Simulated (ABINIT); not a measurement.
The system is Ru.

```
CELL_PARAMETERS angstrom
2.70580 0.00000 0.00000
-1.35290 2.34329 0.00000
0.00000 0.00000 4.28190
ATOMIC_POSITIONS crystal
Ru 0.66667 0.33333 0.75000
Ru 0.33333 0.66667 0.25000
```

Base run:

| Quantity | Value |
| --- | --- |
| Program | ABINIT 10.8.3 (patched build) |
| Functional | PBEsol |
| Potentials or basis | JTH PAW PBE v2.0 |
| Cutoff | 408 eV |
| k mesh | 14 × 14 × 8 |
| Occupations | fermi-dirac, width 0.05 eV |
| Spin | no spin polarisation |

Its results: band gap on the k mesh none (metal or under the smearing width); pressure -5.9 GPa.

Task: The run is repeated on the same cell with these changes: k mesh from 14 × 14 × 8 to 7 × 7 × 4. What comes out?

Result: Band gap on the k mesh none (metal or under the smearing width); pressure -5.5 GPa.

Caveats: some runs use coarse meshes; the PAW data sets were made with another functional, which shifts forces and pressure a little.
